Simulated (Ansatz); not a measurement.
Theory: DFT PBE, scalar-relativistic, plane waves, PAW (Ansatz). All cells share a 420 eV cutoff and Γ-centred k meshes spaced about 0.3 Å⁻¹ or finer (0.25 for metals, 2π included). No spin polarisation in the final relaxations.

All energies are static (0 K, no zero-point motion). All come from trial cells, and lower structures may exist.

Problem. These unrelaxed guesses for Hf5O3 are each relaxed within their symmetry. Order them by the energy at which they end, lowest first.
A.

```cif
data_structure
_symmetry_space_group_name_H-M 'R-3m:H'
_symmetry_Int_Tables_number 166
_cell_length_a 3.2000
_cell_length_b 3.2000
_cell_length_c 40.3000
_cell_angle_alpha 90.000
_cell_angle_beta 90.000
_cell_angle_gamma 120.000
_cell_volume 357.38
loop_
_atom_site_label
_atom_site_type_symbol
_atom_site_symmetry_multiplicity
_atom_site_Wyckoff_symbol
_atom_site_fract_x
_atom_site_fract_y
_atom_site_fract_z
_atom_site_occupancy
Hf1 Hf 6 c 0.66667 0.33333 0.06663 1
Hf2 Hf 3 a 0.00000 0.00000 0.00000 1
Hf3 Hf 6 c 0.66667 0.33333 0.20003 1
O1 O 6 c 0.33333 0.66667 0.03337 1
O2 O 3 b 0.33333 0.66667 0.16667 1
```

B.

```cif
data_structure
_symmetry_space_group_name_H-M 'R-3m:H'
_symmetry_Int_Tables_number 166
_cell_length_a 3.2000
_cell_length_b 3.2000
_cell_length_c 40.3000
_cell_angle_alpha 90.000
_cell_angle_beta 90.000
_cell_angle_gamma 120.000
_cell_volume 357.38
loop_
_atom_site_label
_atom_site_type_symbol
_atom_site_symmetry_multiplicity
_atom_site_Wyckoff_symbol
_atom_site_fract_x
_atom_site_fract_y
_atom_site_fract_z
_atom_site_occupancy
Hf1 Hf 6 c 0.00000 0.00000 0.20000 1
Hf2 Hf 3 a 0.00000 0.00000 0.00000 1
Hf3 Hf 6 c 0.33333 0.66667 0.26667 1
O1 O 3 b 0.33333 0.66667 0.16667 1
O2 O 6 c 0.66667 0.33333 0.03333 1
```

C.

```cif
data_structure
_symmetry_space_group_name_H-M 'C2/m'
_symmetry_Int_Tables_number 12
_cell_length_a 10.2106
_cell_length_b 4.5700
_cell_length_c 7.2196
_cell_angle_alpha 90.000
_cell_angle_beta 135.000
_cell_angle_gamma 90.000
_cell_volume 238.21
loop_
_atom_site_label
_atom_site_type_symbol
_atom_site_symmetry_multiplicity
_atom_site_Wyckoff_symbol
_atom_site_fract_x
_atom_site_fract_y
_atom_site_fract_z
_atom_site_occupancy
Hf1 Hf 4 i 0.10000 0.50000 0.40000 1
Hf2 Hf 4 i 0.80000 0.00000 0.20000 1
Hf3 Hf 2 a 0.00000 0.00000 0.00000 1
O1 O 4 i 0.20000 0.50000 0.80000 1
O2 O 2 b 0.00000 0.50000 0.00000 1
```

Solution. C (ends in C2/m, 0 meV/atom), A (ends in R-3m, 12 meV/atom), B (ends in R-3m, 83 meV/atom).

The k mesh leaves some 4 meV/atom of noise in the energy of each metallic cell. Spin–orbit coupling, which can matter for Hf, is left out. Cells relaxed within their symmetry can be saddle points. Some structure types and database cells were kept out of the candidates from the start, so a known form may be missing.
